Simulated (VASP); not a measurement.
# Ti2Pt3 (Pm-3m) in VASP: a series of runs

Runs on Ti2Pt3. Level: PBE. Tasks: relaxation of cell and atoms, single point.

Everything below comes from runs of VASP 6.6.1. Logs are shortened: lines on timing, memory, paths and dates and some standing lists are left out, and cuts for length are marked.

## 1. The cell of the first run

Symmetry: Pm-3m, No. 221, cubic system. Conventional cell: a = 4.659 Å, b = 4.659 Å, c = 4.659 Å, α = 90.00°, β = 90.00°, γ = 90.00°. Ti (site symmetry m-3m) is surrounded by 6 Pt at 2.33 Å. Ti (site symmetry m-3m) is surrounded by 12 Pt at 3.29 Å. Pt (site symmetry 4/mmm) has 2 Ti at 2.33 Å as nearest neighbours.

The cell was built by a generator and needn't be a form met in nature.

## 2. Relaxation of cell and atoms, PBE (random cell by space group and Wyckoff sites (Pm-3m, No. 221))

Input file INCAR:

```
SYSTEM = Ti2Pt3
ALGO     = Normal         ! electronic algorithm
EDIFF    = 1E-6           ! SCF threshold, eV
EDIFFG   = -0.01          ! ionic threshold
ENCUT    = 600            ! plane-wave cutoff, eV
GGA      = PE             ! functional
IBRION   = 2              ! ionic algorithm
ISIF     = 3              ! what is computed and relaxed
ISMEAR   = 0              ! smearing method
LASPH    = .TRUE.         ! aspherical terms in the spheres
LCHARG   = .FALSE.        ! write CHGCAR
LREAL    = .FALSE.        ! projectors in reciprocal space
LWAVE    = .FALSE.        ! write WAVECAR
NELM     = 80             ! most SCF steps
NSW      = 100            ! ionic steps
PREC     = Accurate       ! precision mode
SIGMA    = 0.1            ! smearing width, eV
```

Input file KPOINTS:

```
k-points
0
G
  8 8 8
  0 0 0
```

Input file POSCAR:

```
Ti2Pt3
1.0
    4.6585172041      0.0000000000      0.0000000000
    0.0000000000      4.6585172041      0.0000000000
    0.0000000000      0.0000000000      4.6585172041
Ti Pt
2 3
Direct
    0.5000000000      0.5000000000      0.5000000000
    0.0000000000      0.0000000000      0.0000000000
    0.0000000000      0.5000000000      0.5000000000
    0.5000000000      0.0000000000      0.5000000000
    0.5000000000      0.5000000000      0.0000000000
```

Potentials or basis: VASP PAW PBE potentials, release 64 (Ti_sv, Pt).

Started as:

```console
cat potpaw_PBE.64/Ti_sv/POTCAR potpaw_PBE.64/Pt/POTCAR > POTCAR
mpirun -np 1 vasp_std > vasp.out
```

OUTCAR:

```text
SYSTEM = Ti2Pt3
   EDIFF = 1E-6
   EDIFFG = -0.01
   ENCUT = 600
   GGA = PE
   IBRION = 2
   ISIF = 3
   ISMEAR = 0
   LASPH = .TRUE.
   LREAL = .FALSE.
   NELM = 80
   NSW = 100
   PREC = Accurate

 ion  position               nearest neighbor table
   1  0.500  0.500  0.500-   3 2.33   4 2.33   5 2.33   5 2.33   4 2.33   3 2.33
   2  0.000  0.000  0.000-
   3  0.000  0.500  0.500-   1 2.33   1 2.33   5 3.29   5 3.29   4 3.29   4 3.29   4 3.29   5 3.29
                             5 3.29   4 3.29
   4  0.500  0.000  0.500-   1 2.33   1 2.33   5 3.29   5 3.29   3 3.29   3 3.29   5 3.29   5 3.29
                             3 3.29   3 3.29
   5  0.500  0.500  0.000-   1 2.33   1 2.33   4 3.29   3 3.29   3 3.29   4 3.29   4 3.29   4 3.29
                             3 3.29   3 3.29

  LATTYP: Found a simple cubic cell.
 ALAT       =     4.6585172041

  Lattice vectors:

 A1 = (   4.6585172041,   0.0000000000,   0.0000000000)
 A2 = (   0.0000000000,   4.6585172041,   0.0000000000)
 A3 = (   0.0000000000,   0.0000000000,   4.6585172041)

Analysis of symmetry for initial positions (statically):
=====================================================================
 Subroutine PRICEL returns:
 Original cell was already a primitive cell.

 Routine SETGRP: Setting up the symmetry group for a
 simple cubic supercell.

 Subroutine GETGRP returns: Found 48 space group operations
 (whereof 48 operations were pure point group operations)
 out of a pool of 48 trial point group operations.

The static configuration has the point symmetry O_h .

Analysis of symmetry for dynamics (positions and initial velocities):
=====================================================================
 Subroutine PRICEL returns:
 Original cell was already a primitive cell.

 Routine SETGRP: Setting up the symmetry group for a
 simple cubic supercell.

 Subroutine GETGRP returns: Found 48 space group operations
 (whereof 48 operations were pure point group operations)
 out of a pool of 48 trial point group operations.

The dynamic configuration has the point symmetry O_h .

 Subroutine INISYM returns: Found 48 space group operations
 (whereof 48 operations are pure point group operations),
 and found     1 'primitive' translations

----------------------------------------------------------------------------------------

                                     Primitive cell

  volume of cell :     101.0981

  direct lattice vectors                    reciprocal lattice vectors
     4.658517204  0.000000000  0.000000000     0.214660579  0.000000000  0.000000000
     0.000000000  4.658517204  0.000000000     0.000000000  0.214660579  0.000000000
     0.000000000  0.000000000  4.658517204     0.000000000  0.000000000  0.214660579

  length of vectors
     4.658517204  4.658517204  4.658517204     0.214660579  0.214660579  0.214660579

  position of ions in fractional coordinates (direct lattice)
     0.500000000  0.500000000  0.500000000
     0.000000000  0.000000000  0.000000000
     0.000000000  0.500000000  0.500000000
     0.500000000  0.000000000  0.500000000
     0.500000000  0.500000000  0.000000000

  ion indices of the primitive-cell ions
   primitive index   ion index
                 1           1
                 2           2
                 3           3
                 4           4
                 5           5

----------------------------------------------------------------------------------------

 KPOINTS: k-points

Automatic generation of k-mesh.
 Grid dimensions read from file:
 generate k-points for:    8    8    8

 Generating k-lattice:

  Cartesian coordinates                     Fractional coordinates (reciprocal lattice)
     0.026832572  0.000000000  0.000000000     0.125000000  0.000000000  0.000000000
     0.000000000  0.026832572  0.000000000     0.000000000  0.125000000  0.000000000
     0.000000000  0.000000000  0.026832572     0.000000000  0.000000000  0.125000000

  Length of vectors
     0.026832572  0.026832572  0.026832572

  Shift w.r.t. Gamma in fractional coordinates (k-lattice)
     0.000000000  0.000000000  0.000000000

 Subroutine IBZKPT returns following result:
 ===========================================

 Found     35 irreducible k-points:

 Following reciprocal coordinates:
            Coordinates               Weight
  0.000000  0.000000  0.000000      1.000000
  0.125000  0.000000  0.000000      6.000000
  0.250000  0.000000  0.000000      6.000000
  0.375000  0.000000  0.000000      6.000000
  0.500000  0.000000  0.000000      3.000000
  0.125000  0.125000  0.000000     12.000000
[... 16 lines left out ...]
  0.375000  0.375000  0.125000     24.000000
  0.500000  0.375000  0.125000     24.000000
 [... further k-points ...]
   k-points           NKPTS =     35   k-points in BZ     NKDIM =     35   number of bands    NBANDS=     32
   number of dos      NEDOS =    301   number of ions     NIONS =      5
   total plane-waves  NPLWV =  64000
   dimension x,y,z NGX =    40 NGY =   40 NGZ =   40
   dimension x,y,z NGXF=    80 NGYF=   80 NGZF=   80
   ions per type =               2   3
   NGX,Y,Z   is equivalent  to a cutoff of  14.27, 14.27, 14.27 a.u.
   NGXF,Y,Z  is equivalent  to a cutoff of  28.55, 28.55, 28.55 a.u.
 SYSTEM =  Ti2Pt3
   PREC   = accura    normal or accurate (medium, high low for compatibility)
   ISTART =      0    job   : 0-new  1-cont  2-samecut
   ICHARG =      2    charge: 1-file 2-atom 10-const
   ISPIN  =      1    spin polarized calculation?
   LNONCOLLINEAR =      F non collinear calculations
   LSORBIT =      F    spin-orbit coupling
   LASPH  =      T    aspherical Exc in radial PAW
   ENCUT  =  600.0 eV  44.10 Ry    6.64 a.u.   9.30  9.30  9.30*2*pi/ulx,y,z
   NELM   =     80;   NELMIN=  2; NELMDL= -5     # of ELM steps
   EDIFF  = 0.1E-05   stopping-criterion for ELM
   LREAL  =      F    real-space projection
   EDIFFG = -.1E-01   stopping-criterion for IOM
   NSW    =    100    number of steps for IOM
   IBRION =      2    ionic relax: 0-MD 1-quasi-New 2-CG
   NFREE  =      1    steps in history (QN), initial steepest desc. (CG)
   ISIF   =      3    stress and relaxation
   ISYM   =      2    0-nonsym 1-usesym 2-fastsym
   POTIM  = 0.5000    time-step for ionic-motion
   TEBEG  =    0.0;   TEEND  =   0.0 temperature during run
   PSTRESS=    0.0 pullay stress
   NELECT =      54.0000    total number of electrons
   NUPDOWN=      -1.0000    fix difference up-down
   EMIN   =  10.00;   EMAX   =-10.00  energy-range for DOS
   EFERMI =   0.00;   METHOD = LEGACY
   ISMEAR =     0;   SIGMA  =   0.10  broadening in eV -4-tet -1-fermi 0-gaus
   EFERMI_NEDOS =   21; number of points for ismear=-14 and -15
   IALGO  =     38    algorithm
   IMIX   =      4    mixing-type and parameters
     AMIX     =   0.40;   BMIX     =  1.00
     AMIX_MAG =   1.60;   BMIX_MAG =  1.00
  volume/ion in A,a.u.               =      20.22       136.45
  Fermi-wavevector in a.u.,A,eV,Ry     =   1.328286  2.510097 24.005366  1.764345
  Thomas-Fermi vector in A             =   2.457535
   LORBIT       =      0    0 simple, 1 ext, 2 COOP (PROOUT), +10 PAW based schemes
   GGA     = PE    functional components
   LHFCALC =     F    Hartree Fock is set to
   AEXX    =    0.0000 exact exchange contribution
   IVDW    =     0    specifies the selected vdW correction
   LEPSILON=     F    determine dielectric tensor
   LRPA    =     F    only Hartree local field effects (RPA)
 conjugate gradient relaxation of ions
 non-spin polarized calculation
 Gauss-broadening in eV      SIGMA  =   0.10
  energy-cutoff  :      600.00
  volume of cell :      101.10
 maximum number of plane-waves:      3415
 NGX is ok and might be reduce to    40
   NGX = 19   NGY = 19   NGZ = 19

--------------------------------------- Ionic step        1  -------------------------------------------

 number of electron      53.9999991 magnetization

 Free energy of the ion-electron system (eV)
  ---------------------------------------------------
  ext. energy  EPLUGINS =         0.00000000
  ---------------------------------------------------
  free energy    TOTEN  =       -32.04092091 eV

  energy without entropy =      -32.00372922  energy(sigma->0) =      -32.02232507

------------------------ aborting loop because EDIFF is reached ----------------------------------------

  FORCE on cell =-STRESS in cart. coord.  units (eV):
  Direction    XX          YY          ZZ          XY          YZ          ZX
  --------------------------------------------------------------------------------------
  -------------------------------------------------------------------------------------
  Total       -0.3273468     -0.3273468     -0.3273468      0.0000000      0.0000000      0.0000000
  in kB       -5.1877089     -5.1877089     -5.1877089      0.0000000      0.0000000      0.0000000
  external PRESSURE =      -5.1877089 kB  Pullay stress =       0.0000000 kB
[... 63 lines left out ...]
  energy  without entropy=      -32.0042334660  energy(sigma->0) =      -32.02245150

--------------------------------------- Ionic step        3  -------------------------------------------

 number of electron      53.9999992 magnetization

 Free energy of the ion-electron system (eV)
  ---------------------------------------------------
  ext. energy  EPLUGINS =         0.00000000
  ---------------------------------------------------
  free energy    TOTEN  =       -32.04162882 eV

  energy without entropy =      -32.00479025  energy(sigma->0) =      -32.02320954

 E-fermi :   7.2294     XC(G=0): -11.1992

 val. band max:        7.2245068081   @ k =   0.0000   0.0000   0.0000
 cond. band min:       7.2323555936   @ k =   0.3750   0.1250   0.0000
 fundamental gap:      0.0078487855
 Fermi energy:         7.2293651230

 k-point     1 :       0.0000    0.0000    0.0000
  band No.  band energies     occupation
      1     -51.0528      2.00000
      2     -50.2534      2.00000
      3     -27.2466      2.00000
      4     -27.2466      2.00000
      5     -27.2466      2.00000
      6     -26.5531      2.00000
[... 829 lines left out ...]
     31       7.7400      0.00000
     32       7.9342      0.00000

 [... further k-points ...]

------------------------ aborting loop because EDIFF is reached ----------------------------------------

  FORCE on cell =-STRESS in cart. coord.  units (eV):
  Direction    XX          YY          ZZ          XY          YZ          ZX
  --------------------------------------------------------------------------------------
  -------------------------------------------------------------------------------------
  Total       -0.0098959     -0.0098959     -0.0098959      0.0000000     -0.0000000      0.0000000
  in kB       -0.1575170     -0.1575170     -0.1575170      0.0000000     -0.0000000      0.0000000
  external PRESSURE =      -0.1575170 kB  Pullay stress =       0.0000000 kB
[... 20 lines left out ...]
  FREE ENERGIE OF THE ION-ELECTRON SYSTEM (eV)
  ---------------------------------------------------
  free  energy   TOTEN  =       -32.0416288217 eV

  energy  without entropy=      -32.0047902485  energy(sigma->0) =      -32.02320954

 reached required accuracy - stopping structural energy minimisation
```

It took 4.7 min on 1 thread of Intel Xeon Platinum 8488C (Sapphire Rapids), shared host; peak memory 0.31 GiB.

What came out:

- Free energy: -32.0416 eV
- Relaxed volume: 20.13 Å³/atom
- Relaxed cell: a = 4.652 Å, b = 4.652 Å, c = 4.652 Å, α = 90.00°, β = 90.00°, γ = 90.00°
- Space group after relaxing (to 0.05 Å): Pm-3m (No. 221)
- Energy gained by relaxing: 0.1 meV/atom
- Ionic steps: 3
- Pressure after relaxing: 0.0 GPa

Step by step:
| step | energy change (eV) | largest force (eV/Å) | pressure (GPa) | volume (Å³) |
| --- | --- | --- | --- | --- |
| 1 | 0.0000 | 0.0000 | -0.52 | 101.10 |
| 2 | 0.0003 | 0.0000 | 0.61 | 100.14 |
| 3 | -0.0007 | 0.0000 | -0.02 | 100.66 |

Final structure:
```
Ti Pt
1.0
     4.65171    0.00000    0.00000
     0.00000    4.65171    0.00000
     0.00000    0.00000    4.65171
Ti Pt
2 3
Direct
  0.50000 0.50000 0.50000
  0.00000 0.00000 0.00000
  0.00000 0.50000 0.50000
  0.50000 0.00000 0.50000
  0.50000 0.50000 0.00000
```

Levels at points of the mesh, in eV from the Fermi level:
| k point | band 24 | band 25 | band 26 | band 27 | band 28 | band 29 | band 30 | band 31 |
| --- | --- | --- | --- | --- | --- | --- | --- | --- |
| (0.00, 0.00, 0.00) | -1.14 | 0.00 | 0.00 | 0.83 | 0.83 | 0.83 | 0.84 | 0.84 |
| (0.50, 0.00, 0.00) | -1.98 | -1.57 | -0.12 | -0.12 | 0.32 | 0.40 | 0.53 | 0.63 |
| (0.50, 0.50, 0.00) | -1.89 | -1.56 | -0.73 | -0.73 | 0.09 | 0.09 | 0.15 | 0.40 |
| (0.50, 0.50, 0.50) | -1.45 | -1.45 | -1.45 | -0.69 | -0.42 | -0.42 | -0.42 | -0.05 |

Caveat: the bands computed are all filled at some k points, so no gap is given. Spin-orbit coupling is left out, which matters for the levels of Pt.

## 3. Single point, PBE (random cell by space group and Wyckoff sites (Pm-3m, No. 221))

Input file INCAR:

```
PREC = Accurate ; ENCUT = 520
EDIFF = 1E-6 ; ISMEAR = 0
SIGMA = 0.1 ; LREAL = False
LASPH = True ; NELM = 80
ALGO = Fast ; ISIF = 2
LWAVE = False ; LCHARG = True
GGA = PE ; LELF = True
LVHAR = True ; NBANDS = 35
```

Input file KPOINTS:

```
Automatic mesh
0
Gamma
  4 4 4
```

POSCAR is that of step 2.

Potentials or basis: VASP PAW PBE potentials, release 64 (Ti_sv, Pt).

Started as:

```console
cat potpaw_PBE.64/Ti_sv/POTCAR potpaw_PBE.64/Pt/POTCAR > POTCAR
mpirun -np 1 vasp_std > vasp.out
```

Run time: 90 s. Hardware: 1 thread of Intel Xeon Platinum 8488C (Sapphire Rapids), shared host; peak memory 0.21 GiB.

It converged, with:

- Free energy: -31.9515 eV
- Pressure: -0.1 GPa
- Band gap on the k mesh: none (metal or under the smearing width)

Levels at points of the mesh, in eV from the Fermi level:
| k point | band 24 | band 25 | band 26 | band 27 | band 28 | band 29 | band 30 | band 31 |
| --- | --- | --- | --- | --- | --- | --- | --- | --- |
| (0.00, 0.00, 0.00) | -1.27 | -0.09 | -0.09 | 0.72 | 0.72 | 0.72 | 0.78 | 0.78 |
| (0.50, 0.00, 0.00) | -2.10 | -1.67 | -0.17 | -0.17 | 0.27 | 0.36 | 0.40 | 0.55 |
| (0.50, 0.50, 0.00) | -2.01 | -1.65 | -0.85 | -0.85 | 0.05 | 0.05 | 0.08 | 0.37 |
| (0.50, 0.50, 0.50) | -1.57 | -1.57 | -1.57 | -0.80 | -0.51 | -0.51 | -0.51 | -0.11 |

The run has no spin-orbit coupling, so splittings on Pt are missing.

(Part 1 of 2 ends here.)
